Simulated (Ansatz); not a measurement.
NbP: pressure against volume

NbP, I4_1md, a = 3.347 Å, c = 11.428 Å. The structure is a Materials Project entry; whether it is the stable form wasn't checked. Ansatz: PBE, PAW, 420 eV, Γ-centred 18×18×18 mesh on 4 atoms, Gaussian smearing 0.10 eV; no spin polarisation. Shape and atoms are relaxed at each volume; pressure is positive in compression.

| V (Å³/atom) | P (GPa) |
| --- | --- |
| 15.043 | 13.10 |
| 15.523 | ? |
| 16.003 | -0.01 |
| 16.483 | -5.18 |
| 16.963 | -9.60 |

Problem. Take V0 = 16.003 Å³/atom, count pressures from its P0 = -0.01 GPa, fit the third-order Birch–Murnaghan form to the other rows, and predict the missing pressure.

Solution. With the Eulerian strain f = ½[(V0/V)^(2/3) − 1] and y = (P − P0)/[3f(1 + 2f)^(5/2)], the form is the line y = B0 + 1.5 B0 (B0′ − 4) f. Rows (f, y): 0.02105, 187.3; -0.00975, 185.7; -0.01905, 184.9. Means f = -0.002583, y = 185.97; Σ(Δf)² = 0.0008810, ΣΔfΔy = 0.05099; the slope is their ratio. y = 186.1 + 57.87 f GPa, so B0 = 186.1 GPa and B0′ = 4 + 2 × (57.87)/(3 × 186.1) = 4.21. At V = 15.523, f = 0.01025, y = 186.69 and P = 6.03 GPa. The run gave 6.04 GPa, so the fit is 0.01 GPa too low, a small miss on the scale of the series.